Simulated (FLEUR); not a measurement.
Here is a FLEUR MaX-R8.1 (later development tree) calculation.

The input inp.xml:

```xml
<?xml version="1.0" encoding="UTF-8" standalone="no"?>
<fleurInput fleurInputVersion="0.39">
   <comment>
      TiSi                                                                                                
   </comment>
   <calculationSetup>
      <cutoffs Kmax="4.58" Gmax="14.2" GmaxXC="14.2" numbands="0"/>
      <scfLoop itmax="80" minDistance="0.0001" maxIterBroyd="30" imix="Anderson" alpha="0.05" precondParam="0.0" spinf="2.0" sdNocoIR="T"/>
      <coreElectrons ctail="F" frcor="F" kcrel="0" coretail_lmax="0"/>
      <xcFunctional name="LibXC" relativisticCorrections="F">
         <LibXCName exchange="mgga_x_r2scan" correlation="mgga_c_r2scan"/>
         <AuxGGA exchange="117" correlation="130"/>
      </xcFunctional>
      <magnetism jspins="1"/>
      <soc l_soc="F" theta="0.0" phi="0.0" spav="F"/>
      <expertModes spex="0" secvar="F"/>
      <geometryOptimization l_f="F" forcealpha="1.0" forcemix="BFGS" epsdisp="0.00001" epsforce="0.00001"/>
      <ldaU l_linMix="F" mixParam="0.05" spinf="1.0"/>
   </calculationSetup>
   <cell>
      <bzIntegration valenceElectrons="24.0" mode="hist" fermiSmearingEnergy="0.00183747">
         <kPointListSelection listName="default-1"/>
         <!-- k-points included here -->
         <xi:include xmlns:xi="http://www.w3.org/2001/XInclude" href="kpts.xml"> </xi:include>
      </bzIntegration>
      <!-- symmetry operations included here -->
      <xi:include xmlns:xi="http://www.w3.org/2001/XInclude" href="sym.xml"> </xi:include>
      <bulkLattice scale="1.0">
         <bravaisMatrix>
            <row-1>    3.4320790135237789    -4.0017293948799502     0.0000000000000000</row-1>
            <row-2>    3.4320790135237789     4.0017293948799502     0.0000000000000000</row-2>
            <row-3>    0.0000000000000000     0.0000000000000000     7.1883934560541762</row-3>
         </bravaisMatrix>
      </bulkLattice>
   </cell>
   <atomSpecies>
      <species name="Titanium (Ti)" element="Ti" atomicNumber="22">
         <mtSphere radius="2.42" gridPoints="811" logIncrement="0.015"/>
         <atomicCutoffs lmax="10" lnonsphr="10"/>
         <electronConfig flipSpins="F">
            <coreConfig>(1s1/2) (2s1/2) (2p1/2) (2p3/2)</coreConfig>
            <valenceConfig>(3s1/2) (3p1/2) (3p3/2) (4s1/2) (3d3/2) (3d5/2)</valenceConfig>
            <stateOccupation state="(3d3/2)" spinUp="0.400000" spinDown="0.400000"/>
            <stateOccupation state="(3d5/2)" spinUp="0.600000" spinDown="0.600000"/>
         </electronConfig>
         <energyParameters s="4" p="4" d="3" f="4"/>
         <lo type="SCLO" l="0" n="3" eDeriv="0"/>
         <lo type="SCLO" l="1" n="3" eDeriv="0"/>
         <lo type="SCLO" l="1" n="3" eDeriv="1"/>
         <lo type="SCLO" l="2" n="3" eDeriv="2"/>
         <lo type="SCLO" l="3" n="4" eDeriv="2"/>
      </species>
      <species name="Silicon (Si)" element="Si" atomicNumber="14">
         <mtSphere radius="2.14" gridPoints="715" logIncrement="0.016"/>
         <atomicCutoffs lmax="9" lnonsphr="9"/>
         <electronConfig flipSpins="F">
            <coreConfig>(1s1/2)</coreConfig>
            <valenceConfig>(2s1/2) (2p1/2) (2p3/2) (3s1/2) (3p1/2) (3p3/2)</valenceConfig>
            <stateOccupation state="(3p1/2)" spinUp="0.333333" spinDown="0.333333"/>
            <stateOccupation state="(3p3/2)" spinUp="0.666667" spinDown="0.666667"/>
         </electronConfig>
         <energyParameters s="3" p="3" d="3" f="4"/>
         <lo type="SCLO" l="0" n="2" eDeriv="0"/>
         <lo type="SCLO" l="1" n="2" eDeriv="0"/>
         <lo type="SCLO" l="2" n="3" eDeriv="2"/>
         <lo type="SCLO" l="3" n="4" eDeriv="2"/>
      </species>
   </atomSpecies>
   <atomGroups>
      <atomGroup species="Titanium (Ti)">
         <relPos label="                   1">1.000/2.000 1.000/2.000 .0000000000</relPos>
         <force calculate="T" relaxXYZ="TTT"/>
      </atomGroup>
      <atomGroup species="Silicon (Si)">
         <relPos label="                   2">.0000000000 .0000000000 1.000/2.000</relPos>
         <force calculate="T" relaxXYZ="TTT"/>
      </atomGroup>
   </atomGroups>
   <output dos="F" band="F" slice="F">
      <checks vchk="F" cdinf="F"/>
      <bandDOS minEnergy="-.5*Htr" maxEnergy="0.5*Htr" sigma="0.015" storeEVData="T"/>
      <vacuumDOS vacdos="F" integ="F" star="F" nstars="0" locx1="0.0" locy1="0.0" locx2="0.0" locy2="0.0" nstm="0" tworkf="0.0"/>
      <unfoldingBand unfoldBand="F" supercellX="1" supercellY="1" supercellZ="1"/>
      <plotting iplot="0" polar="F">
         <plot TwoD="T" vec1="  1.0  0.0  0.0" vec2="  0.0  1.0  0.0" vec3="  0.0  0.0  1.0" zero="  0.0  0.0  0.0" file="plot"/>
      </plotting>
      <chargeDensitySlicing numkpt="0" minEigenval="0.0" maxEigenval="0.0" nnne="0" pallst="F"/>
      <specialOutput eonly="F"/>
      <moessbauerParams electricFieldGradient="T" isomerShift="T" coreHyperfine="T" valenceHyperfine="T"/>
      <magneticCircularDichroism mcd="F" energyLo="-10.0" energyUp="0.0"/>
   </output>
  <!-- We include the file relax.xml here to enable relaxations (see documentation) -->
  <xi:include xmlns:xi="http://www.w3.org/2001/XInclude" href="relax.xml"> <xi:fallback/> </xi:include>
</fleurInput>
```

Contents of crystal.txt:

```
TiSi
&input cartesian=F /
1.8161780000  -2.1176240000  0.0000000000
1.8161780000  2.1176240000  0.0000000000
0.0000000000  0.0000000000  3.8039340000
1.8897261246
1.0 1.0 1.0

2
22 0.5000000000  0.5000000000  0.0000000000
14 0.0000000000  0.0000000000  0.5000000000

&kpt div1=10 div2=10 div3=7 gamma=T /
```

Potentials or basis: all-electron, FLAPW.

Command:

```sh
$ inpgen -f crystal.txt -profile fastHighL
$ # inp.xml edited to the form shown
$ fleur_MPI
```

(1) What does it give for the band gap on the k mesh?

Results:

(1) none (metal or under the smearing width).

Caveat: the meta-GGA is that of a development version, with a GGA for the radial functions and cores and without core tails.
